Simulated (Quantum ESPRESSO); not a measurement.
# FeO (Wuestite): orders under biaxial strain

How does biaxial strain change the magnetic state of FeO (Wuestite)?

Program: Quantum ESPRESSO 7.5. Level of theory: PBE with U = 4.5 eV on Fe d (ortho-atomic projectors); plane waves with GBRV 1.5 PBE potentials, no spin-orbit coupling. Results are calculated unless marked as measured.

### Step 1. The structure

It takes space group Fm-3m (No. 225, cubic). The conventional cell has a = 4.300 Å, b = 4.300 Å, c = 4.300 Å, α = 90.00°, β = 90.00°, γ = 90.00°. Nearest to Fe lie 6 O at 2.15 Å. O has 6 Fe at 2.15 Å nearest. Farther neighbours and most contacts between anions are not listed.

The cell comes from the Crystallography Open Database.

### Step 2. Biaxial 0.96, ferro +

Lengths in the Cartesian xy plane scale by the factor; z is kept. Atoms keep their fractional places. Seeded atoms are those given a starting moment.

pw.in

```
&CONTROL
  calculation = 'scf'
  prefix = 'pwscf'
  outdir = './tmp'
  pseudo_dir = './pseudo'
  disk_io = 'nowf'
  tprnfor = .true.
  tstress = .true.
/
&SYSTEM
  ibrav = 0
  nat = 2
  ntyp = 2
  ecutwfc = 40
  ecutrho = 280
  nbnd = 20
  occupations = 'smearing'
  smearing = 'fd'
  degauss = 0.00367493
  nspin = 2
  starting_magnetization(1) = 0.25
  starting_magnetization(2) = 0
/
&ELECTRONS
  conv_thr = 4d-09
  electron_maxstep = 150
  mixing_beta = 0.3
/
ATOMIC_SPECIES
Fe     55.8450 fe_pbe_v1.5.uspp.F.UPF
O      15.9990 o_pbe_v1.2.uspp.F.UPF
CELL_PARAMETERS bohr
   0.0000000000    3.9003947212    4.0629111679
   3.9003947212    0.0000000000    4.0629111679
   3.9003947212    3.9003947212    0.0000000000
ATOMIC_POSITIONS crystal
Fe      0.0000000000    0.0000000000    0.0000000000
O       0.5000000000    0.5000000000    0.5000000000
K_POINTS automatic
8 8 8 0 0 0
HUBBARD {ortho-atomic}
U Fe-3d 4.5000
```

On the command line:

```sh
OMP_NUM_THREADS=1 mpirun -n 2 pw.x -nk 2 -in pw.in > pw.out
```

Log:

```text
Program PWSCF v.7.5 starts

     Message from routine setup:
     using ibrav=0 with symmetry is DISCOURAGED, use correct ibrav instead

     K-points division:     npool     =       2
     Subspace diagonalization in iterative solution of the eigenvalue problem:

     bravais-lattice index     =            0
     lattice parameter (alat)  =       5.6321  a.u.
     unit-cell volume          =     123.6188 (a.u.)^3
     number of atoms/cell      =            2
     number of atomic types    =            2
     number of electrons       =        22.00
     number of Kohn-Sham states=           20
     kinetic-energy cutoff     =      40.0000  Ry
     charge density cutoff     =     280.0000  Ry
     scf convergence threshold =      4.0E-09
     mixing beta               =       0.3000
     number of iterations used =            8  plain     mixing
     Exchange-correlation= SLA  PW   PBE  PBE
                           (   1   4   3   4   0   0   0)
     Hubbard projectors: ortho-atomic
     Hubbard parameters of DFT+U (Dudarev formulation) in eV:
     U(Fe-3d) =  4.5000

     Internal variables: lda_plus_u =T, lda_plus_u_kind = 0

     Internal variables: orbital_resolved =F, hub_pot_fix =F, apply_U = F

     celldm(1)=   5.632080  celldm(2)=   0.000000  celldm(3)=   0.000000
     celldm(4)=   0.000000  celldm(5)=   0.000000  celldm(6)=   0.000000

     crystal axes: (cart. coord. in units of alat)
               a(1) = (   0.000000   0.692532   0.721387 )
               a(2) = (   0.692532   0.000000   0.721387 )
               a(3) = (   0.692532   0.692532   0.000000 )

     reciprocal axes: (cart. coord. in units 2 pi/alat)
               b(1) = ( -0.721988  0.721988  0.693109 )
               b(2) = (  0.721988 -0.721988  0.693109 )
               b(3) = (  0.721988  0.721988 -0.693109 )

     PseudoPot. # 1 for Fe read from file:
     fe_pbe_v1.5.uspp.F.UPF
     Pseudo is Ultrasoft + core correction, Zval = 16.0

     PseudoPot. # 2 for O  read from file:
     o_pbe_v1.2.uspp.F.UPF
     Pseudo is Ultrasoft + core correction, Zval =  6.0

     atomic species   valence    mass     pseudopotential
     Fe               16.00    55.84500     Fe( 1.00)
     O                 6.00    15.99900     O ( 1.00)

     Starting magnetic structure
     atomic species   magnetization
     Fe              0.250
     O               0.000

     16 Sym. Ops., with inversion, found

   Cartesian axes

     site n.     atom                  positions (alat units)
         1        Fe     tau(   1) = (   0.0000000   0.0000000   0.0000000  )
         2        O      tau(   2) = (   0.6925318   0.6925318   0.7213873  )

     number of k points=    59  Fermi-Dirac smearing, width (Ry)=  0.0037
                       cart. coord. in units 2pi/alat
        k(    1) = (   0.0000000   0.0000000   0.0000000), wk =   0.0019531
        k(    2) = (   0.0902486   0.0902486  -0.0866386), wk =   0.0156250
        k(    3) = (   0.1804971   0.1804971  -0.1732772), wk =   0.0156250
        k(    4) = (   0.2707457   0.2707457  -0.2599159), wk =   0.0156250
        k(    5) = (  -0.3609942  -0.3609942   0.3465545), wk =   0.0078125
        [... 54 further k-points ...]

     Dense  grid:     9713 G-vectors     FFT dimensions: (  30,  30,  30)

     Smooth grid:     4233 G-vectors     FFT dimensions: (  24,  24,  24)

     Check: negative core charge=   -0.000048
     Generating pointlists ...
     new r_m :   0.2857 (alat units)  1.6089 (a.u.) for type    1
     new r_m :   0.2857 (alat units)  1.6089 (a.u.) for type    2

     Initial potential from superposition of free atoms

     starting charge      21.0000, renormalised to      22.0000

     STARTING HUBBARD OCCUPATIONS:

     =================== HUBBARD OCCUPATIONS ===================
     ------------------------ ATOM    1 ------------------------
     Tr[ns(  1)] (up, down, total) =   5.00000  0.00000  5.00000
     Atomic magnetic moment for atom   1 =   5.00000
     [... lines left out ...]
     Number of occupied Hubbard levels =    5.0000

     Atomic wfc used for Hubbard projectors are orthogonalized

     Starting wfcs are   17 randomized atomic wfcs +    3 random wfcs

     Self-consistent Calculation

     iteration #  1     ecut=    40.00 Ry     beta= 0.30
     Davidson diagonalization with overlap
     ethr =  1.00E-02,  avg # of iterations =  5.1

     =================== HUBBARD OCCUPATIONS ===================
     ------------------------ ATOM    1 ------------------------
     Tr[ns(  1)] (up, down, total) =   4.86183  0.74533  5.60717
     Atomic magnetic moment for atom   1 =   4.11650
     [... lines left out ...]
     Number of occupied Hubbard levels =    5.6072

     total energy              =    -282.25710928 Ry
     estimated scf accuracy    <       0.73245711 Ry

     total magnetization       =     4.23 Bohr mag/cell
     absolute magnetization    =     4.25 Bohr mag/cell

     iteration #  2     ecut=    40.00 Ry     beta= 0.30
     Davidson diagonalization with overlap
     ethr =  3.33E-03,  avg # of iterations =  1.8

     total energy              =    -282.44647910 Ry
     estimated scf accuracy    <       0.07143048 Ry

     total magnetization       =     4.00 Bohr mag/cell
     absolute magnetization    =     4.01 Bohr mag/cell

     [... further iterations left out ...]

     iteration # 19     ecut=    40.00 Ry     beta= 0.30
     Davidson diagonalization with overlap
     ethr =  3.34E-11,  avg # of iterations =  2.0

     total energy              =    -282.46441604 Ry
     estimated scf accuracy    <       0.00000001 Ry

     total magnetization       =     4.00 Bohr mag/cell
     absolute magnetization    =     4.04 Bohr mag/cell

     iteration # 20     ecut=    40.00 Ry     beta= 0.30
     Davidson diagonalization with overlap
     ethr =  3.34E-11,  avg # of iterations =  1.7

     Magnetic moment per site  (integrated on atomic sphere of radius R)
     atom   1 (R=0.286)  charge= 13.3593  magn=  3.5216
     atom   2 (R=0.286)  charge=  5.7337  magn=  0.2523

     End of self-consistent calculation

     =================== HUBBARD OCCUPATIONS ===================
     ------------------------ ATOM    1 ------------------------
     Tr[ns(  1)] (up, down, total) =   4.94947  1.19873  6.14820
     Atomic magnetic moment for atom   1 =   3.75074
     [... lines left out ...]
     Number of occupied Hubbard levels =    6.1482

     Number of k-points >= 100: set verbosity='high' to print the bands.

     the Fermi energy is    16.8976 ev

!    total energy              =    -282.46441605 Ry
     estimated scf accuracy    <          1.1E-09 Ry
     smearing contrib. (-TS)   =      -0.00077661 Ry
     internal energy E=F+TS    =    -282.46363943 Ry

     The total energy is F=E-TS. E is the sum of the following terms:
     one-electron contribution =    -127.57733034 Ry
     hartree contribution      =      77.44202677 Ry
     xc contribution           =     -36.79593918 Ry
     ewald contribution        =    -195.68071659 Ry
     Hubbard energy            =       0.14831991 Ry

     total magnetization       =     4.00 Bohr mag/cell
     absolute magnetization    =     4.04 Bohr mag/cell

     convergence has been achieved in  20 iterations

     Forces acting on atoms (cartesian axes, Ry/au):

     atom    1 type  1   force =     0.00000000    0.00000000    0.00000000
     atom    2 type  2   force =     0.00000000    0.00000000    0.00000000

     Total force =     0.000000     Total SCF correction =     0.000000

     Computing stress (Cartesian axis) and pressure

          total   stress  (Ry/bohr**3)                   (kbar)     P=      256.09
   0.00202007   0.00000000   0.00000000          297.16        0.00        0.00
   0.00000000   0.00202007  -0.00000000            0.00      297.16       -0.00
   0.00000000  -0.00000000   0.00118243            0.00       -0.00      173.94

=------------------------------------------------------------------------------=
   JOB DONE.
=------------------------------------------------------------------------------=
```

Run time: 13 s. Hardware: 2 MPI ranks of Intel Xeon 6975P-C (Granite Rapids), shared host; peak memory 0.18 GiB; 25 s of CPU time.

Spin moment in the atom's sphere by atom:

```
atom  spin moment in the atom's sphere (μB)
 Fe1                                   3.52
  O2                                   0.25
```

Numbers from this step:

| Item | Value |
| --- | --- |
| smearing term TS | 0.01057 eV |
| pressure | 25.61 GPa |
| magnetization | 4.002 μB |
| absolute magnetization | 4.042 μB |
| final state | ferromagnetic |

### Step 3. Biaxial 0.96, antiferro q=(0,0,1/2) +-

The wavevector q is in fractions of the reciprocal vectors of the crystal's primitive cell, as the cells of these inputs are built from it; moments change sign between cells as cos(2π q·R).

pw.in

```
&CONTROL
  calculation = 'scf'
  prefix = 'pwscf'
  outdir = './tmp'
  pseudo_dir = './pseudo'
  disk_io = 'nowf'
  tprnfor = .true.
  tstress = .true.
/
&SYSTEM
  ibrav = 0
  nat = 4
  ntyp = 3
  ecutwfc = 40
  ecutrho = 280
  nbnd = 31
  occupations = 'smearing'
  smearing = 'fd'
  degauss = 0.00367493
  nspin = 2
  starting_magnetization(1) = 0.25
  starting_magnetization(2) = -0.25
  starting_magnetization(3) = 0
/
&ELECTRONS
  conv_thr = 8d-09
  electron_maxstep = 150
  mixing_beta = 0.3
/
ATOMIC_SPECIES
Fe1    55.8450 fe_pbe_v1.5.uspp.F.UPF
Fe2    55.8450 fe_pbe_v1.5.uspp.F.UPF
O      15.9990 o_pbe_v1.2.uspp.F.UPF
CELL_PARAMETERS bohr
   0.0000000000    3.9003947212    4.0629111679
   3.9003947212    0.0000000000    4.0629111679
   7.8007894425    7.8007894425    0.0000000000
ATOMIC_POSITIONS crystal
Fe1     0.0000000000    0.0000000000    0.0000000000
Fe2     0.0000000000    0.0000000000    0.5000000000
O       0.5000000000    0.5000000000    0.2500000000
O       0.5000000000    0.5000000000    0.7500000000
K_POINTS automatic
8 8 4 0 0 0
HUBBARD {ortho-atomic}
U Fe1-3d 4.5000
U Fe2-3d 4.5000
```

Log:

```text
     [... lines left out ...]
Program PWSCF v.7.5 starts
     [... lines left out ...]
     number of atoms/cell      =            4
     [... lines left out ...]
     number of electrons       =        44.00
     number of Kohn-Sham states=           31
     kinetic-energy cutoff     =      40.0000  Ry
     charge density cutoff     =     280.0000  Ry
     scf convergence threshold =      8.0E-09
     [... lines left out ...]
      4 Sym. Ops., with inversion, found
     [... lines left out ...]
     number of k points=    78  Fermi-Dirac smearing, width (Ry)=  0.0037
     [... lines left out ...]
     iteration # 47     ecut=    40.00 Ry     beta= 0.30
     [... lines left out ...]
     Magnetic moment per site  (integrated on atomic sphere of radius R)
     atom   1 (R=0.286)  charge= 13.3881  magn=  3.4181
     atom   2 (R=0.286)  charge= 13.3881  magn= -3.4181
     atom   3 (R=0.286)  charge=  5.7299  magn= -0.0000
     atom   4 (R=0.286)  charge=  5.7299  magn= -0.0000
     [... lines left out ...]
     Tr[ns(  1)] (up, down, total) =   4.93107  1.24437  6.17544
     [... lines left out ...]
     Tr[ns(  2)] (up, down, total) =   1.24437  4.93107  6.17544
     [... lines left out ...]
     the Fermi energy is    16.3751 ev
!    total energy              =    -564.93279099 Ry
     estimated scf accuracy    <          5.3E-09 Ry
     smearing contrib. (-TS)   =      -0.00157910 Ry
     [... lines left out ...]
     total magnetization       =    -0.00 Bohr mag/cell
     absolute magnetization    =     7.48 Bohr mag/cell
     convergence has been achieved in  47 iterations
     [... lines left out ...]
     Total force =     0.000007     Total SCF correction =     0.000038
     [... lines left out ...]
          total   stress  (Ry/bohr**3)                   (kbar)     P=      288.37
     [... lines left out ...]
```

Wall time 98 s (2 MPI ranks); peak memory 0.31 GiB; 3.3 min of CPU time.

Spin moment in the atom's sphere by atom:

```
atom  spin moment in the atom's sphere (μB)
 Fe1                                   3.42
 Fe2                                  -3.42
  O3                                   0.00
  O4                                   0.00
```

Read from the output:

```
smearing term TS       : 0.02148 eV
pressure               : 28.84 GPa
magnetization          : 0 μB
absolute magnetization : 7.481 μB
final state            : antiferromagnetic
```

### Step 4. Biaxial 0.96, no spin polarisation

pw.in

```
&CONTROL
  calculation = 'scf'
  prefix = 'pwscf'
  outdir = './tmp'
  pseudo_dir = './pseudo'
  disk_io = 'nowf'
  tprnfor = .true.
  tstress = .true.
/
&SYSTEM
  ibrav = 0
  nat = 2
  ntyp = 2
  ecutwfc = 40
  ecutrho = 280
  nbnd = 18
  occupations = 'smearing'
  smearing = 'fd'
  degauss = 0.00367493
/
&ELECTRONS
  conv_thr = 4d-09
  electron_maxstep = 150
  mixing_beta = 0.3
/
ATOMIC_SPECIES
Fe     55.8450 fe_pbe_v1.5.uspp.F.UPF
O      15.9990 o_pbe_v1.2.uspp.F.UPF
CELL_PARAMETERS bohr
   0.0000000000    3.9003947212    4.0629111679
   3.9003947212    0.0000000000    4.0629111679
   3.9003947212    3.9003947212    0.0000000000
ATOMIC_POSITIONS crystal
Fe      0.0000000000    0.0000000000    0.0000000000
O       0.5000000000    0.5000000000    0.5000000000
K_POINTS automatic
8 8 8 0 0 0
HUBBARD {ortho-atomic}
U Fe-3d 4.5000
```

Log:

```text
     [... lines left out ...]
Program PWSCF v.7.5 starts
     [... lines left out ...]
     number of atoms/cell      =            2
     [... lines left out ...]
     number of electrons       =        22.00
     number of Kohn-Sham states=           18
     kinetic-energy cutoff     =      40.0000  Ry
     charge density cutoff     =     280.0000  Ry
     scf convergence threshold =      4.0E-09
     [... lines left out ...]
     16 Sym. Ops., with inversion, found
     [... lines left out ...]
     number of k points=    59  Fermi-Dirac smearing, width (Ry)=  0.0037
     [... lines left out ...]
     iteration # 10     ecut=    40.00 Ry     beta= 0.30
     [... lines left out ...]
     Tr[ns(  1)] =   6.36484
     [... lines left out ...]
     the Fermi energy is    14.7850 ev
!    total energy              =    -282.40216890 Ry
     estimated scf accuracy    <          3.7E-09 Ry
     smearing contrib. (-TS)   =      -0.00000000 Ry
     [... lines left out ...]
     convergence has been achieved in  10 iterations
     [... lines left out ...]
     Total force =     0.000000     Total SCF correction =     0.000000
     [... lines left out ...]
          total   stress  (Ry/bohr**3)                   (kbar)     P=      -17.44
     [... lines left out ...]
```

It took 4.2 s on 2 MPI ranks; peak memory 0.16 GiB.

Numbers from this step:

```
smearing term TS : 3.85e-11 eV
pressure         : -1.744 GPa
final state      : non-magnetic (no spin polarisation)
```

(Continued in part 2 of 2.)

[Logs and program files are shortened in this print: banners, set-up blocks, solver, clock and traceback lines can be left out without a mark of their own.]

[Logs are printed without paths, hosts, clocks, repeated set-up lines and the standing remarks that a program may print on its own settings, such as how far it seeks lower states.]

[Hosts, paths, dates, database ids (printed as entryN), source tags and the programs' standing remarks are cut or masked in the printed files.]

[Where a cell is said to come from a database of computed structures, the database is the Materials Project.]
